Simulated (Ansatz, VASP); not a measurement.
## Two plane-wave programs on Pd

POSCAR

```
Pd
1.0
    2.1051807153     -3.5678909111      0.0000000000
    2.1051807153      3.5678909111      0.0000000000
    0.0000000000      0.0000000000      4.2159619292
Pd
4
Direct
    0.1525000000      0.8475000000      0.0785000000
    0.6525000000      0.3475000000      0.4215000000
    0.8475000000      0.1525000000      0.9215000000
    0.3475000000      0.6525000000      0.5785000000
```

Contents of INCAR.step1:

```
SYSTEM = Pd
PREC = Accurate
ENCUT = 520
ISMEAR = 0
SIGMA = 0.1
LREAL = .FALSE.
LASPH = .TRUE.
NELM = 100
NBANDS = 28
GGA = PE
ALGO = Normal
EDIFF = 1E-4
LWAVE = .TRUE.
LCHARG = .FALSE.
```

Contents of INCAR.step2:

```
SYSTEM = Pd
PREC = Accurate
ENCUT = 520
EDIFF = 1E-6
ISMEAR = 0
SIGMA = 0.1
LREAL = .FALSE.
LASPH = .TRUE.
NELM = 100
ALGO = Normal
ISIF = 2
LWAVE = .FALSE.
LCHARG = .FALSE.
METAGGA = R2SCAN
LMIXTAU = .TRUE.
NBANDS = 28
ISTART = 1
```

The input KPOINTS:

```
regular mesh
0
G
  6 6 4
  0 0 0
```

Input for Ansatz:

```yaml
crystal:
  lattice:
    - [2.1051807153, -3.5678909111, 0.0]
    - [2.1051807153, 3.5678909111, 0.0]
    - [0.0, 0.0, 4.2159619292]
  atoms:
    - { symbol: Pd, position: [0.1525, 0.8475, 0.0785] }
    - { symbol: Pd, position: [0.6525, 0.3475, 0.4215] }
    - { symbol: Pd, position: [0.8475, 0.1525, 0.9215] }
    - { symbol: Pd, position: [0.3475, 0.6525, 0.5785] }
basis:
  ecutwfc: 500
kpoints:
  mp_grid: { grid: [6, 6, 4] }
hamiltonian:
  xc: r2scan
scf:
  occupations: { method: gaussian, width: 0.1 }
  lower_state_search: "off"
output:
  forces: true
  stress: true
  eigenvalues: true
```

Alike in both runs: task single point; functional r2SCAN; k mesh 6 × 6 × 4; occupations gaussian, width 0.1 eV; no spin polarisation.

|  | VASP | Ansatz |
| --- | --- | --- |
| version | VASP 6.6.1 | Ansatz 0.2.0 |
| potentials or method | VASP PAW PBE potentials, release 64 (Pd) | scalar-relativistic, plane waves, PAW |
| plane-wave cutoff (eV) | 520 | 500 |
| valence electrons in the cell | 40 | 72 |

```tsv
	VASP	Ansatz	Ansatz less VASP
gap on the k mesh at the Fermi level (eV)	none	none	-
rms of the force components (eV/Å)	0.827	0.885	+0.0573
```

Atom by atom the forces differ by 0.058 eV/Å (rms over components). A gap of «none» marks a metal or a gap that the smearing closes. The functional is the same, so the differences come from potentials, cutoffs and numerics. The two sets of potentials don't hold the same shells in valence.

Caveats: the k mesh is coarse (spacing up to 0.37 Å⁻¹), so the values aren't converged; the PAW data sets were made with another functional, which shifts forces and pressure a little (VASP).
